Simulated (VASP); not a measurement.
Runs of VASP 6.6.1 on In. The structure is tetragonal, space group I4/mmm (No. 139). The conventional cell has a = 3.389 Å, b = 3.389 Å, c = 4.595 Å, α = 90.00°, β = 90.00°, γ = 90.00°. Around In (site symmetry 4/mmm) lie 12 In at 3.32 to 3.39 Å. 

```tsv
task	level	potentials or basis	cell	k mesh	cutoff (eV)	mesh quality	gap on the mesh (eV)	pressure (GPa)	relaxed volume (Å³/atom)
relaxation of cell and atoms	RPBE	VASP PAW PBE potentials, release 64 (In_d)	relaxed	18 × 18 × 18	600	not flagged	none	0.0	28.76
relaxation of cell and atoms	PBE+D3(BJ)	VASP PAW PBE potentials, release 64 (In_d)	relaxed	18 × 18 × 18	600	not flagged	none	0.0	(a)
relaxation of cell and atoms	PBEsol	VASP PAW PBE potentials, release 64 (In_d)	relaxed	18 × 18 × 18	300	not flagged	none	0.0	25.27
relaxation of cell and atoms	PBEsol	VASP PAW PBE potentials, release 64 (In_d)	relaxed	6 × 6 × 6	600	coarse	none	0.0	25.11
single point	PBEsol	VASP PAW PBE potentials, release 64 (In_d)	as given	18 × 18 × 18	520	not flagged	none	-1.4	-
relaxation of cell and atoms	PBEsol	VASP PAW PBE potentials, release 64 (In)	relaxed	18 × 18 × 18	580	not flagged	none	0.0	25.84
relaxation of cell and atoms	PBEsol	VASP PAW PBE potentials, release 64 (In_d)	relaxed	18 × 18 × 18	480	not flagged	none	0.0	25.58
relaxation of cell and atoms	PBEsol	VASP PAW PBE potentials, release 64 (In_d)	relaxed	18 × 18 × 18	600	not flagged	none	0.0	(b)
```

Alike in all rows: no spin polarisation; smearing gaussian 0.1 eV.

Fill in the values left out.

(a) 26.07; (b) 25.61.

Caveats: some runs use coarse meshes; the PAW data sets were made with another functional, which shifts forces and pressure a little (some runs); pairwise dispersion overbinds metals, which lowers pressure and volume (some runs).

A k mesh can miss the band edges, and the runs leave out spin-orbit coupling on In.

A gap of «none» marks a metal or a gap under the smearing width.

The runs don't all hold the same shells in valence.
